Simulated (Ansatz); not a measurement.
## Relaxing Si

Method: DFT r2SCAN, scalar-relativistic, plane waves, PAW in Ansatz. Cutoff 500 eV, Γ-centred k mesh, Gaussian smearing, no spin polarisation in the final step.

Si was placed on the beta-tin structure type (I4_1/amd, No. 141), at a guessed volume.

```yaml
crystal:
  lattice:
    - [-2.66712, 2.66712, 1.45496]
    - [2.66712, -2.66712, 1.45496]
    - [2.66712, 2.66712, -1.45496]
  atoms:
    - { symbol: Si, position: [0.00000, 0.00000, 0.00000] }
    - { symbol: Si, position: [0.75000, 0.25000, 0.50000] }
```

Steps on the 6×6×6 mesh (2 atoms). 6 of 6 steps are shown, and the free energy counts from the last. Trial steps that were taken back and renewals of the plane-wave basis can be among the rows.

```tsv
step	ΔF (meV/atom)	V (Å³/atom)	P (GPa)
1	406.2	20.70	-16.63
2	154.9	18.04	-12.85
3	28.6	16.23	-6.79
4	5.7	14.92	1.94
5	-0.4	15.09	0.35
6	0.0	15.09	0.36
```

Steps on the 24×24×24 mesh (2 atoms). 5 of 6 steps are shown, and the free energy counts from the last.

```csv
step,ΔF (meV/atom),V (Å³/atom),P (GPa)
1,14.7,15.09,1.07
2,7.0,15.18,0.30
3,1.7,15.01,1.92
4,0.1,15.31,-0.44
6,0.0,15.24,0.02
```

A final relaxation ran on a 24×24×24 mesh. The relaxed crystal, I4_1/amd (No. 141):

```cif
data_structure
_symmetry_space_group_name_H-M 'I4_1/amd:1'
_symmetry_Int_Tables_number 141
_cell_length_a 4.8007
_cell_length_b 4.8007
_cell_length_c 2.6455
_cell_angle_alpha 90.000
_cell_angle_beta 90.000
_cell_angle_gamma 90.000
_cell_volume 60.97
loop_
_atom_site_label
_atom_site_type_symbol
_atom_site_symmetry_multiplicity
_atom_site_Wyckoff_symbol
_atom_site_fract_x
_atom_site_fract_y
_atom_site_fract_z
_atom_site_occupancy
Si1 Si 4 a 0.00000 0.00000 0.00000 1
```

```json
{"Volume per atom": "15.24 Å³", "Density": "3.06 g/cm³", "Energy over the standard structure": "0.43 eV/atom", "Gap on the 24×24×24 mesh": "0 eV (a metal)"}
```

Energies count from the standard state of Si at the same level.

The final run used a 24×24×24 mesh on its 2-atom cell and 0.10 eV smearing. The k mesh leaves about 4 meV/atom of noise in metals.

Symmetry constrained the relaxation, so the result can be a saddle point.